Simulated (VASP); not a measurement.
# NaF (Fm-3m) in VASP: settings compared

The runs below take NaF through band structure, with PBE, HSE06, r2SCAN.

All numbers are computed with VASP 6.6.1; they aren't measurements. Logs are shortened: lines on timing, memory, paths and dates and some standing lists are left out, and cuts for length are marked.

## Step 1: Starting point

It takes space group Fm-3m (No. 225, cubic). The conventional cell has a = 4.694 Å, b = 4.694 Å, c = 4.694 Å, α = 90.00°, β = 90.00°, γ = 90.00°. Around Na (site symmetry m-3m) lie 6 F at 2.35 Å. F (site symmetry m-3m) is surrounded by 6 Na at 2.35 Å.

The cell was built by a generator and needn't be a form met in nature.

## Step 2: Band structure, PBE

INCAR

```
PREC = Accurate
ENCUT = 520
EDIFF = 1E-6
ISMEAR = 0
SIGMA = 0.02
LREAL = False
LASPH = True
NELM = 60
ALGO = Normal
ISIF = 2
LWAVE = False
LCHARG = False
GGA = PE
KPAR = 4
```

KPOINTS

```
Automatic mesh
0
Gamma
  10 10 10
```

POSCAR

```
NaF                                     
1.0
    0.0000000000      2.3469338985      2.3469338985
    2.3469338985      0.0000000000      2.3469338985
    2.3469338985      2.3469338985      0.0000000000
  Na              F             
     1     1
Direct
     1.0000000000000000    1.0000000000000000    0.0000000000000000
     0.5000000000000000    0.5000000000000000    0.5000000000000000
```

KPOINTS_OPT

```
path GXWKGLUWLK,UX
20
line-mode
reciprocal
 0.0000000000  0.0000000000  0.0000000000  G
 0.5000000000  0.0000000000  0.5000000000  X

 0.5000000000  0.0000000000  0.5000000000  X
 0.5000000000  0.2500000000  0.7500000000  W

 0.5000000000  0.2500000000  0.7500000000  W
 0.3750000000  0.3750000000  0.7500000000  K

 0.3750000000  0.3750000000  0.7500000000  K
 0.0000000000  0.0000000000  0.0000000000  G

 0.0000000000  0.0000000000  0.0000000000  G
 0.5000000000  0.5000000000  0.5000000000  L

 0.5000000000  0.5000000000  0.5000000000  L
 0.6250000000  0.2500000000  0.6250000000  U

 0.6250000000  0.2500000000  0.6250000000  U
 0.5000000000  0.2500000000  0.7500000000  W

 0.5000000000  0.2500000000  0.7500000000  W
 0.5000000000  0.5000000000  0.5000000000  L

 0.5000000000  0.5000000000  0.5000000000  L
 0.3750000000  0.3750000000  0.7500000000  K

 0.6250000000  0.2500000000  0.6250000000  U
 0.5000000000  0.0000000000  0.5000000000  X
```

Potentials or basis: VASP PAW PBE potentials, release 64 (Na_pv, F).

On the command line:

```console
> cat potpaw_PBE.64/Na_pv/POTCAR potpaw_PBE.64/F/POTCAR > POTCAR
> mpirun -np 4 vasp_std > vasp.out
```

OUTCAR:

```text
PREC = Accurate
   ENCUT = 520
   EDIFF = 1E-6
   ISMEAR = 0
   LREAL = False
   LASPH = True
   NELM = 60
   ISIF = 2
   GGA = PE

 ion  position               nearest neighbor table
   1  0.000  0.000  0.000-   2 2.35   2 2.35   2 2.35   2 2.35   2 2.35   2 2.35
   2  0.500  0.500  0.500-   1 2.35   1 2.35   1 2.35   1 2.35   1 2.35   1 2.35

  LATTYP: Found a face centered cubic cell.
 ALAT       =     4.6938677970

  Lattice vectors:

 A1 = (   0.0000000000,   2.3469338985,   2.3469338985)
 A2 = (   2.3469338985,   0.0000000000,   2.3469338985)
 A3 = (   2.3469338985,   2.3469338985,   0.0000000000)

Analysis of symmetry for initial positions (statically):
=====================================================================
 Subroutine PRICEL returns:
 Original cell was already a primitive cell.

 Routine SETGRP: Setting up the symmetry group for a
 face centered cubic supercell.

 Subroutine GETGRP returns: Found 48 space group operations
 (whereof 48 operations were pure point group operations)
 out of a pool of 48 trial point group operations.

The static configuration has the point symmetry O_h .

Analysis of symmetry for dynamics (positions and initial velocities):
=====================================================================
 Subroutine PRICEL returns:
 Original cell was already a primitive cell.

 Routine SETGRP: Setting up the symmetry group for a
 face centered cubic supercell.

 Subroutine GETGRP returns: Found 48 space group operations
 (whereof 48 operations were pure point group operations)
 out of a pool of 48 trial point group operations.

The dynamic configuration has the point symmetry O_h .

 Subroutine INISYM returns: Found 48 space group operations
 (whereof 48 operations are pure point group operations),
 and found     1 'primitive' translations

----------------------------------------------------------------------------------------

                                     Primitive cell

  volume of cell :      25.8543

  direct lattice vectors                    reciprocal lattice vectors
     0.000000000  2.346933899  2.346933899    -0.213043921  0.213043921  0.213043921
     2.346933899  0.000000000  2.346933899     0.213043921 -0.213043921  0.213043921
     2.346933899  2.346933899  0.000000000     0.213043921  0.213043921 -0.213043921

  length of vectors
     3.319065749  3.319065749  3.319065749     0.369002895  0.369002895  0.369002895

  position of ions in fractional coordinates (direct lattice)
     0.000000000  0.000000000  0.000000000
     0.500000000  0.500000000  0.500000000

  ion indices of the primitive-cell ions
[... 81 lines left out ...]
   ISIF   =      2    stress and relaxation
   ISYM   =      2    0-nonsym 1-usesym 2-fastsym
   POTIM  = 0.5000    time-step for ionic-motion
   TEBEG  =    0.0;   TEEND  =   0.0 temperature during run
   PSTRESS=    0.0 pullay stress
   NELECT =      14.0000    total number of electrons
   NUPDOWN=      -1.0000    fix difference up-down
   EMIN   =  10.00;   EMAX   =-10.00  energy-range for DOS
   EFERMI =   0.00;   METHOD = LEGACY
   ISMEAR =     0;   SIGMA  =   0.02  broadening in eV -4-tet -1-fermi 0-gaus
   EFERMI_NEDOS =   21; number of points for ismear=-14 and -15
   IALGO  =     38    algorithm
   IMIX   =      4    mixing-type and parameters
     AMIX     =   0.40;   BMIX     =  1.00
     AMIX_MAG =   1.60;   BMIX_MAG =  1.00
  volume/ion in A,a.u.               =      12.93        87.24
  Fermi-wavevector in a.u.,A,eV,Ry     =   1.334361  2.521577 24.225433  1.780519
  Thomas-Fermi vector in A             =   2.463148
   LORBIT       =      0    0 simple, 1 ext, 2 COOP (PROOUT), +10 PAW based schemes
   GGA     = PE    functional components
   LHFCALC =     F    Hartree Fock is set to
   AEXX    =    0.0000 exact exchange contribution
   IVDW    =     0    specifies the selected vdW correction
   LEPSILON=     F    determine dielectric tensor
   LRPA    =     F    only Hartree local field effects (RPA)
 non-spin polarized calculation
 Gauss-broadening in eV      SIGMA  =   0.02
  energy-cutoff  :      520.00
  volume of cell :       25.85
 maximum number of plane-waves:       725
 NGX is ok and might be reduce to    28
   NGX = 13   NGY = 13   NGZ = 13

 number of electron      14.0000003 magnetization

 Free energy of the ion-electron system (eV)
  ---------------------------------------------------
  ext. energy  EPLUGINS =         0.00000000
  ---------------------------------------------------
  free energy    TOTEN  =        -8.56924991 eV

  energy without entropy =       -8.56924991  energy(sigma->0) =       -8.56924991

 E-fermi :  -2.0933     XC(G=0):  -8.9733

 val. band max:       -2.2470292449   @ k =   0.0000   0.0000   0.0000
 cond. band min:       3.8487158236   @ k =   0.0000   0.0000   0.0000
 fundamental gap:      6.0957450685
 Fermi energy:        -2.0933226744

 k-point     1 :       0.0000    0.0000    0.0000
  band No.  band energies     occupation
      1     -21.3588      2.00000
      2     -21.3104      2.00000
      3     -21.3104      2.00000
      4     -21.3104      2.00000
      5      -2.2470      2.00000
      6      -2.2470      2.00000
      7      -2.2470      2.00000
      8       3.8487      0.00000
      9      16.4532      0.00000
     10      16.4532      0.00000
     11      16.4532      0.00000
[... 309 lines left out ...]
 k-point    24 :       0.4000    0.3000    0.0000
  band No.  band energies     occupation
      1     -21.6944      2.00000
      2     -21.3520      2.00000
      3     -21.3453      2.00000
      4     -20.8609      2.00000
      5      -3.3628      2.00000
      6      -2.6104      2.00000
      7      -2.5577      2.00000
      8       8.0277      0.00000
      9      11.4352      0.00000
     10      14.0863      0.00000
     11      16.9098      0.00000

 [... further k-points ...]
[... 5 lines left out ...]
  --------------------------------------------------------------------------------------
  -------------------------------------------------------------------------------------
  Total        0.0098948      0.0098948      0.0098948     -0.0000000      0.0000000      0.0000000
  in kB        0.6131779      0.6131779      0.6131779     -0.0000000      0.0000000      0.0000000
  external PRESSURE =       0.6131779 kB  Pullay stress =       0.0000000 kB

 VOLUME and BASIS-vectors are now :
 -----------------------------------------------------------------------------
  energy-cutoff  :      520.00
  volume of cell :       25.85
      direct lattice vectors                 reciprocal lattice vectors
     0.000000000  2.346933899  2.346933899    -0.213043921  0.213043921  0.213043921
     2.346933899  0.000000000  2.346933899     0.213043921 -0.213043921  0.213043921
     2.346933899  2.346933899  0.000000000     0.213043921  0.213043921 -0.213043921

 POSITION                                       TOTAL-FORCE (eV/Angst)
 -----------------------------------------------------------------------------------
      0.00000      0.00000      0.00000         0.000000     -0.000000     -0.000000
      2.34693      2.34693      2.34693         0.000000      0.000000      0.000000
 -----------------------------------------------------------------------------------
    total drift:                                0.000000      0.000000      0.000000

  FREE ENERGIE OF THE ION-ELECTRON SYSTEM (eV)
  ---------------------------------------------------
  free  energy   TOTEN  =        -8.5692499122 eV

  energy  without entropy=       -8.5692499122  energy(sigma->0) =       -8.56924991
```

stdout:

```text
POSCAR found type information on POSCAR NaF
 POSCAR found :  2 types and       2 ions
 scaLAPACK will be used
 LDA part: xc-table for (Slater+PW92), standard interpolation
 POSCAR, INCAR and KPOINTS ok, starting setup
 FFT: planning ... GRIDC
 FFT: planning ... GRID_SOFT
 FFT: planning ... GRID
 WAVECAR not read
 entering main loop
 Start KPOINTS_OPT (optional k-point list driver)
k-point batch [1-47\200]
k-point batch [48-94\200]
k-point batch [95-141\200]
k-point batch [142-188\200]
k-point batch [189-200\200]
```

It took 8.8 s on 4 MPI ranks of Intel Xeon 6975P-C (Granite Rapids), shared host; peak memory 0.15 GiB.

What came out:

- Free energy: -8.5692 eV
- Pressure: 0.1 GPa
- Band gap on the k mesh: 6.10 eV, direct
- Band gap along the path: 6.10 eV, direct

Levels at the corners of the path, in eV from the valence-band top:
```
point  band 4  band 5  band 6  band 7  band 8  band 9  band 10  band 11
    Γ  -19.06    0.00    0.00    0.00    6.10   18.70    18.70    18.70
    X  -18.88   -1.21   -0.39   -0.39   12.84   13.17    13.23    19.27
    X  -18.88   -1.21   -0.39   -0.39   12.84   13.17    13.23    19.27
    W  -18.54   -0.83   -0.83   -0.54   12.96   12.96    14.77    16.43
    W  -18.54   -0.83   -0.83   -0.54   12.96   12.96    14.77    16.43
    K  -18.56   -1.01   -0.79   -0.35   12.60   12.94    14.30    18.93
    K  -18.56   -1.01   -0.79   -0.35   12.60   12.94    14.30    18.93
    Γ  -19.06    0.00    0.00    0.00    6.10   18.70    18.70    18.70
    Γ  -19.06    0.00    0.00    0.00    6.10   18.70    18.70    18.70
    L  -18.27   -1.51   -0.24   -0.24   10.55   12.14    19.69    19.69
    L  -18.27   -1.51   -0.24   -0.24   10.55   12.14    19.69    19.69
    U  -18.56   -1.01   -0.79   -0.35   12.60   12.94    14.30    18.93
    U  -18.56   -1.01   -0.79   -0.35   12.60   12.94    14.30    18.93
    W  -18.54   -0.83   -0.83   -0.54   12.96   12.96    14.77    16.43
    W  -18.54   -0.83   -0.83   -0.54   12.96   12.96    14.77    16.43
    L  -18.27   -1.51   -0.24   -0.24   10.55   12.14    19.69    19.69
    L  -18.27   -1.51   -0.24   -0.24   10.55   12.14    19.69    19.69
    K  -18.56   -1.01   -0.79   -0.35   12.60   12.94    14.30    18.93
    U  -18.56   -1.01   -0.79   -0.35   12.60   12.94    14.30    18.93
    X  -18.88   -1.21   -0.39   -0.39   12.84   13.17    13.23    19.27
```

## Step 3: Band structure, HSE06

POSCAR is that of step 2.

INCAR.step1

```
PREC = Accurate
ENCUT = 520
EDIFF = 1E-5
ISMEAR = 0
SIGMA = 0.02
LREAL = False
LASPH = True
NELM = 60
ALGO = Normal
ISIF = 2
LWAVE = True
LCHARG = False
GGA = PE
KPAR = 4
```

INCAR.step2

```
PREC = Accurate
ENCUT = 520
EDIFF = 1E-6
ISMEAR = 0
SIGMA = 0.02
LREAL = False
LASPH = True
NELM = 60
ALGO = Normal
ISIF = 2
LWAVE = False
LCHARG = False
GGA = PE
LHFCALC = True
HFSCREEN = 0.2
PRECFOCK = Fast
ISTART = 1
KPAR = 4
```

KPOINTS

```
Automatic mesh
0
Gamma
  8 8 8
```

Edit KPOINTS_OPT of step 2 so:

```diff
@@ -1,3 +1,3 @@
 path GXWKGLUWLK,UX
-20
+12
 line-mode
```

Potentials or basis: VASP PAW PBE potentials, release 64 (Na_pv, F).

On the command line:

```console
> cat potpaw_PBE.64/Na_pv/POTCAR potpaw_PBE.64/F/POTCAR > POTCAR
> cp INCAR.step1 INCAR
> mpirun -np 4 vasp_std > vasp.out
> cp INCAR.step2 INCAR
> mpirun -np 4 vasp_std > vasp.out
```

It took 12 min on 4 MPI ranks of Intel Xeon 6975P-C (Granite Rapids), shared host; peak memory 0.33 GiB.

It converged, with:

- Free energy: -10.3273 eV
- Pressure: -1.6 GPa
- Band gap on the k mesh: 8.25 eV, direct
- Band gap along the path: 8.25 eV, direct

Levels at the corners of the path, in eV from the valence-band top:
```
point  band 5  band 6  band 7  band 8  band 9  band 10
    Γ    0.00    0.00    0.00    8.25   21.08    21.08
    X   -1.26   -0.41   -0.41   15.19   15.35    15.60
    X   -1.26   -0.41   -0.41   15.19   15.35    15.60
    W   -0.86   -0.86   -0.56   15.25   15.25    17.21
    W   -0.86   -0.86   -0.56   15.25   15.25    17.21
    K   -1.04   -0.81   -0.37   14.86   15.26    16.71
    K   -1.04   -0.81   -0.37   14.86   15.26    16.71
    Γ    0.00    0.00    0.00    8.25   21.08    21.08
    Γ    0.00    0.00    0.00    8.25   21.08    21.08
    L   -1.54   -0.25   -0.25   12.76   14.50    22.13
    L   -1.54   -0.25   -0.25   12.76   14.50    22.13
    U   -1.04   -0.81   -0.37   14.86   15.26    16.71
    U   -1.04   -0.81   -0.37   14.86   15.26    16.71
    W   -0.86   -0.86   -0.56   15.25   15.25    17.21
    W   -0.86   -0.86   -0.56   15.25   15.25    17.21
    L   -1.54   -0.25   -0.25   12.76   14.50    22.13
    L   -1.54   -0.25   -0.25   12.76   14.50    22.13
    K   -1.04   -0.81   -0.37   14.86   15.26    16.71
    U   -1.04   -0.81   -0.37   14.86   15.26    16.71
    X   -1.26   -0.41   -0.41   15.19   15.35    15.60
```

Caveat: the PAW data sets were made with another functional, which shifts forces and pressure a little.

## Step 4: Band structure, r2SCAN

Edit INCAR of step 2 so:

```diff
@@ -12,3 +12,4 @@
 LCHARG = False
-GGA = PE
+METAGGA = R2SCAN
+LMIXTAU = True
 KPAR = 4
```

KPOINTS

```
Automatic mesh
0
Gamma
  10 10 10
```

POSCAR is that of step 3.

Edit KPOINTS_OPT of step 3 so:

```diff
@@ -1,3 +1,3 @@
 path GXWKGLUWLK,UX
-12
+20
 line-mode
```

On the command line:

```console
> cat potpaw_PBE.64/Na_pv/POTCAR potpaw_PBE.64/F/POTCAR > POTCAR
> mpirun -np 4 vasp_std > vasp.out
```

Run time: 32 s. Hardware: 4 MPI ranks of Intel Xeon 6975P-C (Granite Rapids), shared host; peak memory 0.16 GiB.

It converged, with:

```yaml
Free_energy: -12.5827 eV
Pressure: -3.6 GPa
Band_gap_on_the_k_mesh: 6.96 eV, direct
Band_gap_along_the_path: 6.96 eV, direct
```

Levels at the corners of the path, in eV from the valence-band top:
| point | band 3 | band 4 | band 5 | band 6 | band 7 | band 8 | band 9 | band 10 | band 11 |
| --- | --- | --- | --- | --- | --- | --- | --- | --- | --- |
| Γ | -19.62 | -19.62 | 0.00 | 0.00 | 0.00 | 6.96 | 19.50 | 19.50 | 19.50 |
| X | -19.66 | -19.66 | -1.20 | -0.38 | -0.38 | 13.73 | 13.77 | 14.46 | 20.59 |
| X | -19.66 | -19.66 | -1.20 | -0.38 | -0.38 | 13.73 | 13.77 | 14.46 | 20.59 |
| W | -19.70 | -19.37 | -0.82 | -0.82 | -0.53 | 13.76 | 13.76 | 16.12 | 17.55 |
| W | -19.70 | -19.37 | -0.82 | -0.82 | -0.53 | 13.76 | 13.76 | 16.12 | 17.55 |
| K | -19.65 | -19.39 | -1.00 | -0.77 | -0.35 | 13.37 | 13.79 | 15.57 | 19.98 |
| K | -19.65 | -19.39 | -1.00 | -0.77 | -0.35 | 13.37 | 13.79 | 15.57 | 19.98 |
| Γ | -19.62 | -19.62 | 0.00 | 0.00 | 0.00 | 6.96 | 19.50 | 19.50 | 19.50 |
| Γ | -19.62 | -19.62 | 0.00 | 0.00 | 0.00 | 6.96 | 19.50 | 19.50 | 19.50 |
| L | -19.63 | -19.10 | -1.47 | -0.24 | -0.24 | 11.38 | 13.08 | 20.98 | 20.98 |
| L | -19.63 | -19.10 | -1.47 | -0.24 | -0.24 | 11.38 | 13.08 | 20.98 | 20.98 |
| U | -19.65 | -19.39 | -1.00 | -0.77 | -0.35 | 13.37 | 13.79 | 15.57 | 19.98 |
| U | -19.65 | -19.39 | -1.00 | -0.77 | -0.35 | 13.37 | 13.79 | 15.57 | 19.98 |
| W | -19.70 | -19.37 | -0.82 | -0.82 | -0.53 | 13.76 | 13.76 | 16.12 | 17.55 |
| W | -19.70 | -19.37 | -0.82 | -0.82 | -0.53 | 13.76 | 13.76 | 16.12 | 17.55 |
| L | -19.63 | -19.10 | -1.47 | -0.24 | -0.24 | 11.38 | 13.08 | 20.98 | 20.98 |
| L | -19.63 | -19.10 | -1.47 | -0.24 | -0.24 | 11.38 | 13.08 | 20.98 | 20.98 |
| K | -19.65 | -19.39 | -1.00 | -0.77 | -0.35 | 13.37 | 13.79 | 15.57 | 19.98 |
| U | -19.65 | -19.39 | -1.00 | -0.77 | -0.35 | 13.37 | 13.79 | 15.57 | 19.98 |
| X | -19.66 | -19.66 | -1.20 | -0.38 | -0.38 | 13.73 | 13.77 | 14.46 | 20.59 |

Caveat: the PAW data sets were made with another functional, which shifts forces and pressure a little. r2SCAN opens gaps a little over a GGA but as a rule still falls short of measured ones.

## Step 5: The runs side by side

```tsv
level	k mesh	grid for exact exchange (PRECFOCK)	screening parameter	gap on the mesh (eV)	pressure (GPa)
PBE	10 × 10 × 10	-	-	6.10	0.1
HSE06	8 × 8 × 8	Fast	0.2 1/A	8.25	-1.6
r2SCAN	10 × 10 × 10	-	-	6.96	-3.6
```

Alike in all rows: task band structure; potentials or basis VASP PAW PBE potentials, release 64 (Na_pv, F); no spin polarisation; cell as given; cutoff (eV) 520; smearing gaussian 0.02 eV.

On the cell as given the gap runs from 6.10 eV (PBE) to 8.25 eV (HSE06); the meshes differ, which moves gaps too. The pressure there spans -3.6 GPa (r2SCAN) to 0.1 GPa (PBE); a positive pressure means that this level wants a larger cell, a negative one a smaller.

Caveats: the PAW data sets were made with another functional, which shifts forces and pressure a little (some runs).

Total energies depend on the potentials used, so only differences within one code and one set of settings carry meaning.
